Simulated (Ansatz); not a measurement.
# Light or heavy electrons for an n-channel?

Plane-wave DFT in Ansatz, PBE, scalar-relativistic PAW potentials, cutoff 420 eV, no spin-orbit coupling; no spin polarisation. Relaxed crystals whose conduction band edge is a single valley at Γ; masses by central differences along the Cartesian axes of the standard setting. A star marks a structure that wasn't matched here to a measured phase, so it may never have been made and needn't be stable; unstarred phases aren't always the most stable ones.

```csv
crystal,gap (eV),gap kind,m_x,m_y,m_z (mₑ)
Ga₂O₃ (C2/m),2.01,indirect,0.22,0.231,0.211
ZnS (R3m)*,2.04,direct,0.173,0.173,0.163
MgO (Fm-3m),4.46,direct,0.337,0.337,0.337
InP (F-43m),0.44,direct,0.039,0.039,0.039
```

Question: Take a film 3 nm thick, normal along z, current along x, at 300 K. Work out the injection velocity, the density-of-states capacitance and the confinement shift.

Answer: For a non-degenerate gas v_T = √(2k_BT/πm_x) = 5.38×10⁶ cm/s ÷ √(m_x/mₑ); one valley with both spins has C_Q = e²√(m_x m_y)/πħ² = 66.9 μF/cm² × √(m_x m_y)/mₑ; hard walls lift the first subband by ħ²π²/(2m_z t²) = 376 meV nm² ÷ (t² m_z/mₑ).
| crystal | v_T (10⁷ cm/s) | C_Q (μF/cm²) | shift (meV) |
| --- | --- | --- | --- |
| Ga₂O₃ (C2/m) | 1.15 | 15.1 | 198 |
| ZnS (R3m)* | 1.29 | 11.6 | 256 |
| MgO (Fm-3m) | 0.93 | 22.5 | 124 |
| InP (F-43m) | 2.72 | 2.6 | 1071 |

Question: With a gate oxide of 1 nm equivalent thickness (3.45 μF/cm²), which gives the most current per gate overdrive in the ballistic limit?

Answer: The gate capacitance is the series value C_G = 1/(1/C_ox + 1/C_Q), and the current goes as C_G v_T: InP (F-43m) 1.00, ZnS (R3m)* 0.85, Ga₂O₃ (C2/m) 0.80, MgO (Fm-3m) 0.69 (relative). For an isotropic mass C_G v_T peaks where C_Q = C_ox, at about 0.05 mₑ. The lightest mass wins here, since its C_Q of 2.6 μF/cm² costs less than its speed gains. C_Q is the degenerate value and v_T the non-degenerate one; at high drain bias only forward-going states fill, which halves C_Q, while degeneracy raises the velocity, so values within about 10 % of each other aren't ranked. Scattering and the charge centroid are left out, and so are side valleys, which confinement lifts less and can make the lowest. Members with gaps over 3 eV here are hard to dope and contact. Where the shift is over a third of the gap (InP (F-43m)) the band isn't parabolic that far up, so the true shift is smaller and the mass larger. Semilocal functionals give gaps too small and so, as a rule, masses too light.

Cost: about 24 core-minutes for the runs cited, on Intel Xeon Platinum 8488C (Sapphire Rapids), Arm Neoverse V2, AMD EPYC 9R45 (Zen 5) and other processors (shared hosts).